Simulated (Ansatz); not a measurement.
## BN at 20 GPa: from Born charge to LO–TO splitting and polaron coupling

Theory: DFT PBE, scalar-relativistic, plane waves, PAW in Ansatz 0.2.0. Settings: 420 eV plane-wave cutoff, Γ-centred 12×12×12 mesh, fixed occupations. No spin polarisation. Phonons by linear response, acoustic sum rule imposed.

The cell, relaxed at 20 GPa:
```cif
data_structure
_symmetry_space_group_name_H-M 'F-43m'
_symmetry_Int_Tables_number 216
_cell_length_a 3.5658
_cell_length_b 3.5658
_cell_length_c 3.5658
_cell_angle_alpha 90.000
_cell_angle_beta 90.000
_cell_angle_gamma 90.000
_cell_volume 45.34
loop_
_atom_site_label
_atom_site_type_symbol
_atom_site_symmetry_multiplicity
_atom_site_Wyckoff_symbol
_atom_site_fract_x
_atom_site_fract_y
_atom_site_fract_z
_atom_site_occupancy
B1 B 4 a 0.00000 0.00000 0.00000 1
N1 N 4 c 0.25000 0.25000 0.25000 1
```

Linear response gives ν_TO = 1090.5 cm⁻¹, Born charges ±1.891 e (positive on B) and ε∞ = 4.566. The primitive cell holds 11.334 Å³, and the masses are 10.810 and 14.007 amu.

Question: Find ν_LO and the static dielectric constant.

Answer: The long-wave field adds a restoring force: ω_LO² − ω_TO² = Z*²e²/(ε_vac ε∞ μV). In these units ν_LO² − ν_TO² = 4.92064×10⁷ Z*²/(μ V ε∞) cm⁻², with μ = m₁m₂/(m₁ + m₂) = 6.101 amu: 557273 cm⁻². So ν_LO = √(1090.5² + 557273) = 1321.5 cm⁻¹, and the run gives 1321.5. Lyddane–Sachs–Teller then gives ε0 = ε∞ (ν_LO/ν_TO)² = 6.71, against 6.71 in the run (it forms both from the same three quantities, so the match checks the arithmetic only). Between ν_TO and ν_LO the dielectric function is negative and an undamped crystal reflects fully: a reststrahlen band from 7.6 to 9.2 μm.

Question: What do the Clausius–Mossotti polarisability and the Szigeti charge come to?

Answer: With the Lorentz local field, α = (3V/4π)(ε∞ − 1)/(ε∞ + 2) = 1.47 Å³ for the pair, and e_S = 3Z*/(ε∞ + 2) = 0.86 e. The Born charge includes the electrons' response to the dipole's own local field, and e_S takes that enhancement out. The Lorentz field assumes point-like polarisable ions, a poor picture once ε∞ is this large, since the electron clouds then overlap or are shared, so both numbers are formal here.

Question: How strongly does a slow electron couple to the LO mode?

Answer: For one isotropic parabolic band, Fröhlich's constant is α_F = (1/ε∞ − 1/ε0) √(m* Ry/ħω_LO), with Ry = 13.606 eV, ħω_LO = 163.8 meV and m* in free-electron masses: α_F = 0.0699 × 9.11 × √m* = 0.64 √m*. The band mass isn't part of this run; for m* = 0.1, 0.3 and 1 it gives 0.20, 0.35, 0.64. In weak coupling the polaron lies α_F ħω_LO below the band edge (57 meV at m* = 0.3) with a mass m*(1 + α_F/6); past α_F of about 5 or 6 that expansion fails. A semilocal functional's ε∞ tends to be too large, which taken alone lowers α_F.

Cost: 1 run of about 0.41 core-minutes, on Intel Xeon Processor @ 2.50GHz (Skylake/Cascade Lake) (shared hosts).

Cubic BN combines a wide LO–TO splitting with a modest lattice contribution to the static dielectric constant, which rises only from 4.566 to 6.71. The Born charge of 1.891 e shows that the polar B–N bonds carry a substantial dipole when the sublattices move. Light atoms and a small cell turn this into a large splitting in frequency. The static response, however, depends on the force constant and not on the masses, and the stiff sp³ network lets a static field displace the ions only slightly. The Born charge is a dynamical quantity, so it doesn't measure the static charge transfer between B and N.

The same stiffness keeps the Fröhlich coupling weak to moderate for the masses considered: the ionic part of the screening is small and the LO quantum is large. In cubic BN the conduction-band minimum lies near X, where the mass is anisotropic, so a single m* can only stand for a directional average. With one pressure computed, the effect of compression on the splitting or the coupling remains open.
